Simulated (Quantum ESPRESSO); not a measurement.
**BN in Quantum ESPRESSO: the effect of functional**

Crystal: BN.

```
CELL_PARAMETERS angstrom
2.49824 0.00000 0.00000
-1.24912 2.16354 0.00000
0.00000 0.00000 6.63570
ATOMIC_POSITIONS crystal
N 0.66667 0.33333 0.25000
N 0.33333 0.66667 0.75000
B 0.66667 0.33333 0.75000
B 0.33333 0.66667 0.25000
```

Alike in all runs:

| Property | Result |
| --- | --- |
| Program | Quantum ESPRESSO 7.5 |
| Task | phonons |
| Cutoff | 1143 eV |
| Density cutoff | 4572 eV |
| k mesh | 6 × 6 × 2, shifted |
| Occupations | fermi-dirac, width 0.05 eV |
| Spin | no spin polarisation |

Each run relaxes the cell or the atoms first.

| functional | potentials or basis | relaxed volume (Å³/atom) | dielectric constant (mean) | highest phonon frequency (cm⁻¹) |
| --- | --- | --- | --- | --- |
| LDA | PseudoDojo 0.4.1 SR LDA standard | 8.69 | 4.16 | 1387 |
| BLYP | PseudoDojo 0.4.1 SR PBE standard | 10.54 | 3.52 | 1310 |
| RPBE | PseudoDojo 0.4.1 SR PBE standard | 10.61 | 3.48 | 1340 |
| AM05 | PseudoDojo 0.4.1 SR PBE standard | 10.11 | 3.66 | 1368 |
| vdW-DF-cx | PseudoDojo 0.4.1 SR PBE standard | ? | ? | ? |

**Question.** What does the run with functional vdW-DF-cx give?

**Answer.** Relaxed volume 8.77 Å³/atom; dielectric constant 4.18 mean; highest phonon frequency 1353 cm⁻¹.

Caveats: all runs use coarse meshes; the layers were relaxed without a dispersion term, so their spacing and the soft interlayer modes are unreliable (some runs); the potentials were made for another functional, which shifts forces and pressure (some runs); the volume moved by over 15 % at a fixed basis, so the end points are rough (some runs); this functional lacks dispersion, which binds the layers, so the pressure and a relaxed spacing across them are unreliable, and here the layers came unbound (some runs); this functional lacks dispersion, which binds the layers, so the pressure and a relaxed spacing across them are unreliable (some runs); before the sum rule the acoustic modes lie tens of cm⁻¹ from zero, a sign that the density grid also shifts the optical modes (some runs).

Runs at the PBE level aren't shown here.
